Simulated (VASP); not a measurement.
Runs of VASP 6.6.1 on Al2O3. The structure is hexagonal, space group P-6m2 (No. 187). Conventional cell: a = 2.884 Å, b = 2.884 Å, c = 9.337 Å, α = 90.00°, β = 90.00°, γ = 120.00°. Al (site symmetry 3m) is surrounded by 3 O at 1.80 Å. O (site symmetry 3m) is surrounded by 3 Al at 1.80 Å. Around O (site symmetry -6m2) lie 6 Al at 2.18 Å. Measurements of this composition are mostly on another form, of space group No. 167.

```tsv
potentials or basis	gap on the mesh (eV)	pressure (GPa)	largest force (eV/Å)
VASP PAW PBE potentials, release 64 (Al, O_s)	4.76	0.5	(b)
VASP PAW PBE potentials, release 54 (Al, O)	4.78	0.1	0.01
VASP PAW PBE potentials, release 64 (Al_GW, O_GW)	4.79	-0.2	0.02
VASP PAW PBE potentials, release 64 (Al, O)	4.78	0.1	0.01
VASP PAW PBE potentials, release 64 (Al, O_h)	4.79	-0.3	(a)
```

Alike in all rows: task band structure; level PBE; no spin polarisation; cell as given; k mesh 8 × 8 × 3; cutoff (eV) 900; smearing fermi-dirac 0.05 eV.

Question: Fill in the values left out.

Answer: (a) 0.03; (b) 0.06.

Caveats: the cutoff is under 1.25 times the usual one of these potentials, so pressure, stress and relaxed cells hold a basis-set (Pulay) error (some runs).

